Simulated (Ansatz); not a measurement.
Runs of Ansatz 0.2.0 on Mo. The structure is cubic, space group Im-3m (No. 229). Conventional cell: a = 3.168 Å, b = 3.168 Å, c = 3.168 Å, α = 90.00°, β = 90.00°, γ = 90.00°. Mo (site symmetry m-3m) has 8 Mo at 2.74 Å as nearest neighbours. 

```csv
task,level,potentials or basis,spin,cutoff (eV),points for each segment of the path,V0 of scaled cells (Å³/atom),B0 (GPa)
equation of state,PBEsol,Ansatz PAW earlier set,off,500,-,15.32,283
equation of state,LDA,Ansatz PAW,off,420,-,(b),(a)
equation of state,PBEsol,JTH PAW,off,1800,-,15.34,283
equation of state,PBE,Ansatz PAW,off,420,-,15.78,262
```

Alike in all rows: cell as given; k mesh 12 × 12 × 12; smearing fermi-dirac 0.05 eV.

Question: Estimate the missing entries.

Answer: (a) 297; (b) 15.06.
